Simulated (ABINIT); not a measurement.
**MgO (Fm-3m): G0W0 in ABINIT against the bands in the self-energy**

Wanted: the cheapest bands in the self-energy that holds the gap of MgO (Fm-3m).

Main program and level: ABINIT 10.8.3; PBE and many-body steps on it, plane waves.

## (1) The structure

The structure is cubic, space group Fm-3m (No. 225). Conventional cell: a = 4.194 Å, b = 4.194 Å, c = 4.194 Å, α = 90.00°, β = 90.00°, γ = 90.00°. Nearest to Mg lie 6 O at 2.10 Å. Nearest to O lie 6 Mg at 2.10 Å. Farther neighbours and most contacts between anions are not listed.

As a file:

```cif
data_structure
_symmetry_space_group_name_H-M 'P 1'
_symmetry_Int_Tables_number 1
_cell_length_a 2.9656
_cell_length_b 2.9656
_cell_length_c 2.9656
_cell_angle_alpha 60.000
_cell_angle_beta 60.000
_cell_angle_gamma 60.000
_cell_volume 18.44
loop_
_atom_site_label
_atom_site_type_symbol
_atom_site_fract_x
_atom_site_fract_y
_atom_site_fract_z
_atom_site_occupancy
Mg1 Mg 0.00000 0.00000 0.00000 1
O2 O 0.50000 0.50000 0.50000 1
```

The cell and positions are those that the Materials Project relaxed with its own functionals (PBE, PBE+U or r2SCAN), kept fixed.

## (2) Screening, 6×6×6 mesh, 343 bands, screening to 435.4 eV

This step: ABINIT 10.8.3; RPA screening on PBE, plane waves, norm-conserving pseudopotentials.

The RPA dielectric matrix is built and inverted for each q.

run.abi reads:

```
acell 3*1.0 Angstrom
rprim 
  -0.000000000000 2.097001392700 2.097001392700
  2.097001392700 0.000000000000 2.097001392700
  2.097001392700 2.097001392700 0.000000000000
ntypat 2
znucl 12 8
natom 2
typat 1 2
xred 
  0.000000000000 0.000000000000 0.000000000000
  0.500000000000 0.500000000000 0.500000000000
pp_dirpath "pseudos"
pseudos "Mg.upf, O.upf"
ecut 38
ngkpt 6 6 6
nshiftk 1
shiftk 0 0 0
kptopt 1
chksymbreak 0
istwfk *1
occopt 1
irdwfk 1
optdriver 3
nband 343
ecuteps 16
inclvkb 2
awtr 1
symchi 1
indata_prefix "in"
outdata_prefix "out"
tmpdata_prefix "tmp"
```

Command:

```bash
$ OMP_NUM_THREADS=1 mpirun -n 8 abinit run.abi > log
```

What it wrote:

```text
.Version 10.8.3 of ABINIT. v10.8.2 released Aug 2026.

 Symmetries : space group Fm -3 m (#225); Bravais cF (face-center cubic)
[... echo of the input left out ...]
== DATASET  1 ==================================================================
-   mpi_nproc: 8, omp_nthreads: 1 (-1 if OMP is not activated)

--- !DatasetInfo
iteration_state: {dtset: 1, }
dimensions: {natom: 2, nkpt: 16, mband: 343, nsppol: 1, nspinor: 1, nspden: 1, mpw: 1411, }
cutoff_energies: {ecut:  38.0, pawecutdg:  -1.0, }
electrons: {nelect:   1.60000000E+01, charge:   0.00000000E+00, occopt:   1.00000000E+00, tsmear:   1.00000000E-02, }

 SCREENING: Calculation of the susceptibility and dielectric matrices

 Based on a program developped by R.W. Godby, V. Olevano, G. Onida, and L. Reining.
 Incorporated in ABINIT by V. Olevano, G.-M. Rignanese, and M. Torrent.
.Using double precision arithmetic ; gwpc =  8

[... cell and pseudopotentials left out ...]
--------------------------------------------------------------------------------

 ==== K-mesh for the wavefunctions ====
 Number of points in the irreducible wedge :    16
[... list of points left out ...]
 Together with 48 symmetry operations and time-reversal symmetry
 yields   216 points in the full Brillouin Zone.

 ==== Q-mesh for the screening function ====
 Number of points in the irreducible wedge :    16
[... list of points left out ...]
 Together with 48 symmetry operations and time-reversal symmetry
 yields   216 points in the full Brillouin Zone.

 setmesh: FFT mesh size selected  =    25x   25x   25
          total number of points  =        15625

 vcoul_init : cutoff-mode = AUXILIARY_FUNCTION
 q-points for optical limit:   1
     1)      0.000010    0.000020    0.000030

- screening: taking advantage of time-reversal symmetry
- Maximum band index for partially occupied states nbvw = 8
- Remaining bands to be divided among processors   nbcw = 335
- Number of bands treated by each node ~41

 Number of electrons calculated from density =   16.0000; Expected =   16.0000
 average of density, n =  0.128557
 r_s =    1.2291
 omega_plasma =   34.5863 [eV]

 calculating chi0 at frequencies [eV] :
  1    0.000000E+00    0.000000E+00
  2    0.000000E+00    3.458631E+01

--------------------------------------------------------------------------------
  q-point number  1        q = ( 0.000000, 0.000000, 0.000000) [r.l.u.]
--------------------------------------------------------------------------------
[... chi0 elements left out ...]
 For q-point:  0.000010 0.000020 0.000030
  dielectric constant =   3.0164
  dielectric constant without local fields =   3.2395

  Average fulfillment of the sum rule on Im[epsilon] for q-point    1 :    101.31  [%]
[... wings left out ...]
  q-point number  2        q = ( 0.166667, 0.000000, 0.000000) [r.l.u.]
--------------------------------------------------------------------------------
[... chi0 elements left out ...]
  Average fulfillment of the sum rule on Im[epsilon] for q-point    2 :    108.43  [%]

 [... 14 further q-points ...]
```

Run time: 2.3 min. Hardware: 8 MPI ranks of Intel Xeon 6975P-C (Granite Rapids), shared host; peak memory 3.1 GiB.

Numbers from this step:

```
ε∞ with local fields, on this mesh, along the program's q direction : 3.016
the same without local fields                                       : 3.240
plasma frequency                                                    : 34.59 eV
plane waves in the screening matrix                                 : 339
```

Local fields lower ε∞ by 7 %.

## (3) 16 bands

This step: G0W0 on PBE, plane waves, norm-conserving pseudopotentials.

run.abi, as its differences from that of step 2:

```diff
@@ -23,8 +23,15 @@
 irdwfk 1
-optdriver 3
-nband 343
+optdriver 4
+nband 16
+gwcalctyp 0
+ecutsigx 38
+symsigma 1
+nkptgw 1
+kptgw 
+  0.0000000000 0.0000000000 0.0000000000
+bdgw 
+  6 12
 ecuteps 16
-inclvkb 2
-awtr 1
-symchi 1
+irdscr 1
+ppmodel 1
 indata_prefix "in"
```

What it wrote:

```text
.Version 10.8.3 of ABINIT. v10.8.2 released Aug 2026.

 Symmetries : space group Fm -3 m (#225); Bravais cF (face-center cubic)
[... echo of the input left out ...]
== DATASET  1 ==================================================================
-   mpi_nproc: 8, omp_nthreads: 1 (-1 if OMP is not activated)

--- !DatasetInfo
iteration_state: {dtset: 1, }
dimensions: {natom: 2, nkpt: 16, mband: 16, nsppol: 1, nspinor: 1, nspden: 1, mpw: 1411, }
cutoff_energies: {ecut:  38.0, pawecutdg:  -1.0, }
electrons: {nelect:   1.60000000E+01, charge:   0.00000000E+00, occopt:   1.00000000E+00, tsmear:   1.00000000E-02, }

 SIGMA: Calculation of the GW corrections

 Based on a program developped by R.W. Godby, V. Olevano, G. Onida, and L. Reining.
 Incorporated in ABINIT by V. Olevano, G.-M. Rignanese, and M. Torrent.
.Using double precision arithmetic ; gwpc =  8

[... cell and pseudopotentials left out ...]
--------------------------------------------------------------------------------

 ==== K-mesh for the wavefunctions ====
 Number of points in the irreducible wedge :    16
[... list of points left out ...]
 Together with 48 symmetry operations and time-reversal symmetry
 yields   216 points in the full Brillouin Zone.

 ==== Q-mesh for screening function ====
 Number of points in the irreducible wedge :    16
[... list of points left out ...]
 Together with 48 symmetry operations and time-reversal symmetry
 yields   216 points in the full Brillouin Zone.

 vcoul_init : cutoff-mode = AUXILIARY_FUNCTION
 q-points for optical limit:   1
     1)      0.000010    0.000020    0.000030
 setmesh: FFT mesh size selected  =    32x   32x   32
          total number of points  =        32768

 Number of electrons calculated from density =   16.0000; Expected =   16.0000
 average of density, n =  0.128557
 r_s =    1.2291
 omega_plasma =   34.5863 [eV]

 === KS Band Gaps ===
  >>>> For spin  1
   Minimum direct gap =   4.8948 [eV], located at k-point      :   0.0000  0.0000  0.0000
   Fundamental gap    =   4.8948 [eV], Top of valence bands at :   0.0000  0.0000  0.0000
                                       Bottom of conduction at :   0.0000  0.0000  0.0000
 SIGMA fundamental parameters:
 PLASMON POLE MODEL  1
 number of plane-waves for SigmaX                 1411
 number of plane-waves for SigmaC and W            339
 number of plane-waves for wavefunctions          1411
 number of bands                                    16
 number of independent spin polarizations            1
 number of spinorial components                      1
 number of k-points in IBZ                          16
 number of q-points in IBZ                          16
 number of symmetry operations                      48
 number of k-points in BZ                          216
 number of q-points in BZ                          216
 number of frequencies for dSigma/dE                 9
 frequency step for dSigma/dE [eV]                0.25
 number of omega for Sigma on real axis              0
 max omega for Sigma on real axis  [eV]           0.00
 zcut for avoiding poles [eV]                     0.10

 EPSILON^-1 parameters (SCR file):
 dimension of the eps^-1 matrix on file            339
 dimension of the eps^-1 matrix used               339
 number of plane-waves for wavefunctions          1411
 number of bands                                   343
 number of q-points in IBZ                          16
 number of frequencies                               2
 number of real frequencies                          1
 number of imag frequencies                          1

 matrix elements of self-energy operator (all in [eV])

 Perturbative Calculation

--- !SelfEnergy_ee
iteration_state: {dtset: 1, }
kpoint     : [   0.000,    0.000,    0.000, ]
spin       : 1
KS_gap     :    4.895
QP_gap     :    6.770
Delta_QP_KS:    1.875
data: !SigmaeeData |
     Band     E0 <VxcDFT>   SigX SigC(E0)      Z dSigC/dE  Sig(E)    E-E0       E
        6   4.841 -20.153 -25.631   5.163   0.816  -0.225 -20.410  -0.256   4.584
        7   4.841 -20.153 -25.631   5.163   0.816  -0.225 -20.410  -0.256   4.584
        8   4.841 -20.153 -25.631   5.163   0.816  -0.225 -20.410  -0.256   4.584
        9   9.736 -13.562  -8.944  -2.737   0.861  -0.162 -11.943   1.619  11.354
       10  20.877  -9.643  -3.728  -3.383   0.880  -0.136  -7.415   2.228  23.105
       11  20.877  -9.643  -3.728  -3.383   0.880  -0.136  -7.415   2.228  23.105
       12  20.877  -9.643  -3.728  -3.383   0.880  -0.136  -7.415   2.228  23.105

== END DATASET(S) ==============================================================
================================================================================

 -outvars: echo values of variables after computation  --------
           etotal      0.0000000000E+00
            nband          16
             nkpt          16
          spgroup         225
 [... the other variables as echoed above ...]

 Calculation completed.
```

The job ended after 2.6 s (8 MPI ranks; peak memory 0.23 GiB).

This step gave:

```yaml
g0w0_gap_on_the_points_computed: 6.77 eV
starting_gap_on_the_mesh: 4.895 eV
k_of_the_valence_top: 0, 0, 0
k_of_the_conduction_bottom: 0, 0, 0
z_at_the_valence_top: 0.816
z_at_the_conduction_bottom: 0.861
least_direct_g0w0_gap_on_the_computed_points: 6.77 eV
```

## (4) 18 bands

run.abi, as its differences from that of step 3:

```diff
@@ -24,3 +24,3 @@
 optdriver 4
-nband 16
+nband 18
 gwcalctyp 0
```

What it wrote:

```text
.Version 10.8.3 of ABINIT. v10.8.2 released Aug 2026.

 Symmetries : space group Fm -3 m (#225); Bravais cF (face-center cubic)
[... echo of the input left out ...]
== DATASET  1 ==================================================================
-   mpi_nproc: 8, omp_nthreads: 1 (-1 if OMP is not activated)

--- !DatasetInfo
iteration_state: {dtset: 1, }
dimensions: {natom: 2, nkpt: 16, mband: 18, nsppol: 1, nspinor: 1, nspden: 1, mpw: 1411, }
cutoff_energies: {ecut:  38.0, pawecutdg:  -1.0, }
electrons: {nelect:   1.60000000E+01, charge:   0.00000000E+00, occopt:   1.00000000E+00, tsmear:   1.00000000E-02, }

 SIGMA: Calculation of the GW corrections

 Based on a program developped by R.W. Godby, V. Olevano, G. Onida, and L. Reining.
 Incorporated in ABINIT by V. Olevano, G.-M. Rignanese, and M. Torrent.
.Using double precision arithmetic ; gwpc =  8

[... cell and pseudopotentials left out ...]
--------------------------------------------------------------------------------

 ==== K-mesh for the wavefunctions ====
 Number of points in the irreducible wedge :    16
[... list of points left out ...]
 Together with 48 symmetry operations and time-reversal symmetry
 yields   216 points in the full Brillouin Zone.

 ==== Q-mesh for screening function ====
 Number of points in the irreducible wedge :    16
[... list of points left out ...]
 Together with 48 symmetry operations and time-reversal symmetry
 yields   216 points in the full Brillouin Zone.

 vcoul_init : cutoff-mode = AUXILIARY_FUNCTION
 q-points for optical limit:   1
     1)      0.000010    0.000020    0.000030
 setmesh: FFT mesh size selected  =    32x   32x   32
          total number of points  =        32768

 Number of electrons calculated from density =   16.0000; Expected =   16.0000
[...]
number of q-points in BZ                          216
 number of frequencies for dSigma/dE                 9
 frequency step for dSigma/dE [eV]                0.25
 number of omega for Sigma on real axis              0
 max omega for Sigma on real axis  [eV]           0.00
 zcut for avoiding poles [eV]                     0.10

 EPSILON^-1 parameters (SCR file):
 dimension of the eps^-1 matrix on file            339
 dimension of the eps^-1 matrix used               339
 number of plane-waves for wavefunctions          1411
 number of bands                                   343
 number of q-points in IBZ                          16
 number of frequencies                               2
 number of real frequencies                          1
 number of imag frequencies                          1

 matrix elements of self-energy operator (all in [eV])

 Perturbative Calculation

--- !SelfEnergy_ee
iteration_state: {dtset: 1, }
kpoint     : [   0.000,    0.000,    0.000, ]
spin       : 1
KS_gap     :    4.895
QP_gap     :    6.813
Delta_QP_KS:    1.919
data: !SigmaeeData |
     Band     E0 <VxcDFT>   SigX SigC(E0)      Z dSigC/dE  Sig(E)    E-E0       E
        6   4.841 -20.153 -25.631   4.996   0.815  -0.228 -20.546  -0.392   4.449
        7   4.841 -20.153 -25.631   4.996   0.815  -0.228 -20.546  -0.392   4.449
        8   4.841 -20.153 -25.631   4.996   0.815  -0.228 -20.546  -0.392   4.449
        9   9.736 -13.562  -8.944  -2.842   0.860  -0.163 -12.035   1.526  11.262
       10  20.877  -9.643  -3.728  -3.630   0.876  -0.141  -7.641   2.002  22.879
       11  20.877  -9.643  -3.728  -3.630   0.876  -0.141  -7.641   2.002  22.879
       12  20.877  -9.643  -3.728  -3.630   0.876  -0.141  -7.641   2.002  22.879

== END DATASET(S) ==============================================================
================================================================================

 -outvars: echo values of variables after computation  --------
           etotal      0.0000000000E+00
            nband          18
             nkpt          16
          spgroup         225
 [... the other variables as echoed above ...]

 Calculation completed.
```

Wall time 3 s (8 MPI ranks); peak memory 0.23 GiB.

Numbers from this step:

| Item | Value |
| --- | --- |
| G0W0 gap on the points computed | 6.813 eV |
| starting gap on the mesh | 4.895 eV |
| k of the valence top | 0, 0, 0 |
| k of the conduction bottom | 0, 0, 0 |
| Z at the valence top | 0.815 |
| Z at the conduction bottom | 0.86 |
| least direct G0W0 gap on the computed points | 6.813 eV |

## (5) 37 bands

run.abi, as its differences from that of step 4:

```diff
@@ -24,3 +24,3 @@
 optdriver 4
-nband 18
+nband 37
 gwcalctyp 0
```

What it wrote:

```text
.Version 10.8.3 of ABINIT. v10.8.2 released Aug 2026.

 Symmetries : space group Fm -3 m (#225); Bravais cF (face-center cubic)
[... echo of the input left out ...]
== DATASET  1 ==================================================================
-   mpi_nproc: 8, omp_nthreads: 1 (-1 if OMP is not activated)

--- !DatasetInfo
iteration_state: {dtset: 1, }
dimensions: {natom: 2, nkpt: 16, mband: 37, nsppol: 1, nspinor: 1, nspden: 1, mpw: 1411, }
cutoff_energies: {ecut:  38.0, pawecutdg:  -1.0, }
electrons: {nelect:   1.60000000E+01, charge:   0.00000000E+00, occopt:   1.00000000E+00, tsmear:   1.00000000E-02, }

 SIGMA: Calculation of the GW corrections

 Based on a program developped by R.W. Godby, V. Olevano, G. Onida, and L. Reining.
 Incorporated in ABINIT by V. Olevano, G.-M. Rignanese, and M. Torrent.
.Using double precision arithmetic ; gwpc =  8

[... cell and pseudopotentials left out ...]
--------------------------------------------------------------------------------

 ==== K-mesh for the wavefunctions ====
 Number of points in the irreducible wedge :    16
[... list of points left out ...]
 Together with 48 symmetry operations and time-reversal symmetry
 yields   216 points in the full Brillouin Zone.

 ==== Q-mesh for screening function ====
 Number of points in the irreducible wedge :    16
[... list of points left out ...]
 Together with 48 symmetry operations and time-reversal symmetry
 yields   216 points in the full Brillouin Zone.

 vcoul_init : cutoff-mode = AUXILIARY_FUNCTION
 q-points for optical limit:   1
     1)      0.000010    0.000020    0.000030
 setmesh: FFT mesh size selected  =    32x   32x   32
          total number of points  =        32768

 Number of electrons calculated from density =   16.0000; Expected =   16.0000
[...]
number of q-points in BZ                          216
 number of frequencies for dSigma/dE                 9
 frequency step for dSigma/dE [eV]                0.25
 number of omega for Sigma on real axis              0
 max omega for Sigma on real axis  [eV]           0.00
 zcut for avoiding poles [eV]                     0.10

 EPSILON^-1 parameters (SCR file):
 dimension of the eps^-1 matrix on file            339
 dimension of the eps^-1 matrix used               339
 number of plane-waves for wavefunctions          1411
 number of bands                                   343
 number of q-points in IBZ                          16
 number of frequencies                               2
 number of real frequencies                          1
 number of imag frequencies                          1

 matrix elements of self-energy operator (all in [eV])

 Perturbative Calculation

--- !SelfEnergy_ee
iteration_state: {dtset: 1, }
kpoint     : [   0.000,    0.000,    0.000, ]
spin       : 1
KS_gap     :    4.895
QP_gap     :    7.025
Delta_QP_KS:    2.130
data: !SigmaeeData |
     Band     E0 <VxcDFT>   SigX SigC(E0)      Z dSigC/dE  Sig(E)    E-E0       E
        6   4.841 -20.153 -25.631   4.233   0.809  -0.235 -21.161  -1.007   3.834
        7   4.841 -20.153 -25.631   4.233   0.809  -0.235 -21.161  -1.007   3.834
        8   4.841 -20.153 -25.631   4.233   0.809  -0.235 -21.161  -1.007   3.834
        9   9.736 -13.562  -8.944  -3.305   0.856  -0.169 -12.438   1.123  10.859
       10  20.877  -9.643  -3.728  -4.387   0.867  -0.153  -8.318   1.325  22.202
       11  20.877  -9.643  -3.728  -4.387   0.867  -0.153  -8.318   1.325  22.202
       12  20.877  -9.643  -3.728  -4.387   0.867  -0.153  -8.318   1.325  22.202

== END DATASET(S) ==============================================================
================================================================================

 -outvars: echo values of variables after computation  --------
           etotal      0.0000000000E+00
            nband          37
             nkpt          16
          spgroup         225
 [... the other variables as echoed above ...]

 Calculation completed.
```

The job ended after 3.8 s (8 MPI ranks; peak memory 1.7 GiB).

This step gave:

| Property | Result |
| --- | --- |
| G0W0 gap on the points computed | 7.025 eV |
| starting gap on the mesh | 4.895 eV |
| k of the valence top | 0, 0, 0 |
| k of the conduction bottom | 0, 0, 0 |
| Z at the valence top | 0.809 |
| Z at the conduction bottom | 0.856 |
| least direct G0W0 gap on the computed points | 7.025 eV |

[end of part 1 of 2]

[Paths, hosts, dates, memory and timing lines, banners, echoed tables and standing remarks are left out of the program output.]

[Logs are printed without paths, hosts, clocks, repeated set-up lines and the standing remarks that a program may print on its own settings, such as how far it seeks lower states.]

[Runs of the session that timed out or met a known fault of the program may be left out.]

[Hosts, paths, dates, database ids (printed as entryN), source tags and the programs' standing remarks are cut or masked in the printed files.]

[G0W0 gaps are taken among the corrected bands and points alone; a level outside them can change the order at an edge.]

[Where Ansatz stands beside ABINIT at settings called matched, ABINIT's density can come from a denser mesh and the files from another edition; pairs whose starting gaps differed by over 0.03 eV were left out, so agreement reads better than it is.]
